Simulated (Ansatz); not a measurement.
KNbO$_{3}$: pressure against volume

KNbO$_{3}$, Pm-3m, a = 4.026 Å. The structure is a Materials Project entry; whether it is the stable form wasn't checked. Ansatz: PBE, PAW, 420 eV, Γ-centred 8×8×8 mesh on 5 atoms, Gaussian smearing 0.02 eV; no spin polarisation. Symmetry fixes shape and atoms, so the cell is only scaled; pressure is positive in compression.

```
V (Å³/atom) P (GPa)
     11.489    29.87
     11.881    20.45
     12.273    12.48
     12.664     5.72
     13.056    -0.01
     13.448    -4.87
     13.839    -8.98
     14.362        ?
```

**Question.** Take V0 = 13.056 Å³/atom, count pressures from its P0 = -0.01 GPa, fit the third-order Birch–Murnaghan form to the other rows, and predict the missing pressure.

**Answer.** With the Eulerian strain f = ½[(V0/V)^(2/3) − 1] and y = (P − P0)/[3f(1 + 2f)^(5/2)], the form is the line y = B0 + 1.5 B0 (B0′ − 4) f. Rows (f, y): 0.04449, 180.9; 0.03245, 179.6; 0.02105, 178.4; 0.01027, 176.8; -0.00976, 174.4; -0.01904, 173.0. Means f = 0.01324, y = 177.18; Σ(Δf)² = 0.002986, ΣΔfΔy = 0.3723; the slope is their ratio. y = 175.5 + 124.7 f GPa, so B0 = 175.5 GPa and B0′ = 4 + 2 × (124.7)/(3 × 175.5) = 4.47. At V = 14.362, f = -0.03079, y = 171.66 and P = -13.54 GPa. The run gave -13.49 GPa, so the fit is 0.05 GPa too low, a small miss on the scale of the series. The form still works here, 22 % of the fitted range beyond its end.

Symmetry holds off the tilts and polar distortions that many cubic perovskites undergo.